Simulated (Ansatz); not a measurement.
**Compressing WS$_{2}$**

Theory: Ansatz, DFT PBEsol, scalar-relativistic, plane waves, PAW. (420 eV cutoff, 12×12×2 k-mesh, Gaussian smearing of 0.02 eV, no spin polarisation)

Reference structure (relaxed):

```xyz
6
Lattice="3.1461 0.0000 0.0000 -1.5730 2.7246 0.0000 0.0000 0.0000 12.7046" Properties=species:S:1:pos:R:3 pbc="T T T"
W     0.0000    1.8164    3.1762
W     1.5730    0.9082    9.5285
S     0.0000    1.8164    7.9607
S     1.5730    0.9082    1.6084
S     0.0000    1.8164   11.0962
S     1.5730    0.9082    4.7439
```

Cell and atoms are relaxed at each pressure within the symmetry of the start, at zero temperature, so transitions that lower the symmetry aren't seen. The k-mesh given is that at zero pressure and may differ at others. Gaps are Kohn–Sham gaps over the whole zone.

Spin-orbit coupling is left out, which matters for the bands and energies of heavy elements.

Problem. Give the structure at 8 GPa.

Solution.
```xyz
6
Lattice="3.0883 0.0000 0.0000 -1.5442 2.6746 0.0000 0.0000 0.0000 11.5039" Properties=species:S:1:pos:R:3 pbc="T T T"
W     0.0000    1.7830    2.8760
W     1.5442    0.8915    8.6279
S     0.0000    1.7830    7.0526
S     1.5442    0.8915    1.3007
S     0.0000    1.7830   10.2032
S     1.5442    0.8915    4.4513
```
The structure is hexagonal, space group P6_3/mmc (No. 194). The conventional cell has a = 3.088 Å, b = 3.088 Å, c = 11.504 Å, α = 90.00°, β = 90.00°, γ = 120.00°. Around W (site symmetry -6m2) lie 6 S at 2.38 Å. S (site symmetry 3m) has 3 W at 2.38 Å as nearest neighbours.